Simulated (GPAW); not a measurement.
Records of electronic-structure calculations.

```json
{"subject": "CdS (Greenockite): G0W0 with GPAW, start to end", "lattice_ang": [[4.15, 0.0, 0.0], [-2.075, 3.594, 0.0], [0.0, 0.0, 6.737]], "atoms": [["Cd", 0.3333, 0.6667, 0.0], ["Cd", 0.6667, 0.3333, 0.5], ["S", 0.3333, 0.6667, 0.375], ["S", 0.6667, 0.3333, 0.875]], "method": "DFT, PBE, plane waves, PAW (and 1 further level or step)", "program": "GPAW 26.7.0", "settings_of_one_run": "cutoff 450 eV, GPAW PAW setups 1.2.1 data release, 3×3×4 k-mesh, nbands 238", "cost": "3 runs, 1.9 min in all on 4 MPI ranks of AMD EPYC 7R13 (Zen 3), shared host (the runs of this entry)", "notes": "The database entry behind the starting cell differs from later determinations by our own check (about 0.35 % long). The cell and positions come from the Crystallography Open Database and are kept as given unless a step says otherwise. Limits: no spin-orbit coupling. Bands and cutoff are finite, so the gap is not at the basis limit. The miss can reach some tenths of an eV and take either sign; the mesh is an error of its own. The 3×3×4 mesh is coarse for this cell, which bears on the long-range parts of exchange and screening.", "results": {"pbe_gap": "1.18 eV, direct", "g0w0_gap_on_the_mesh": "2.06 eV", "gw_settings": "3×3×4 mesh, 228 bands, screening to 100 eV, Godby-Needs plasmon pole", "known_limits": "not at the basis limit; no spin-orbit coupling; coarse k mesh"}}
```

[Paths, hosts, dates, memory and timing lines, banners, echoed tables and standing remarks are left out of the program output.]

[Logs are printed without paths, hosts, clocks, repeated set-up lines and the standing remarks that a program may print on its own settings, such as how far it seeks lower states.]

[Runs of the session that timed out or met a known fault of the program may be left out.]

[Hosts, paths, dates, database ids (printed as entryN), source tags and the programs' standing remarks are cut or masked in the printed files.]
